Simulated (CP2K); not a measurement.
Crystal: Pd.

```
Pd
1.0
     2.75277    0.00000    0.00000
     1.37638    2.38397    0.00000
     1.37638    0.79466    2.24762
Pd
1
Direct
  0.00000 0.00000 0.00000
```

Base run:

```yaml
Program: CP2K 2026.2
Functional: PBE
Dispersion: D2
Potentials_or_basis: POTENTIAL_UZH Pd GTH-PBE-q18; TZVP-MOLOPT-PBE-GTH basis
Density_cutoff: 6803 eV
k_mesh: 12 × 12 × 12
Occupations: fermi-dirac, width 0.05 eV
Spin: no spin polarisation
```

Its results: band gap on the k mesh none (metal or under the smearing width); pressure 1.4 GPa.

Problem. The run is repeated on the same cell with these changes: dispersion from D2 to rVV10. What comes out?

Solution. Band gap on the k mesh none (metal or under the smearing width); pressure 5.9 GPa.

Caveats: the basis of atomic orbitals isn't converged, which shifts pressures, moduli and gaps; pairwise dispersion overbinds metals, which lowers pressure and volume.
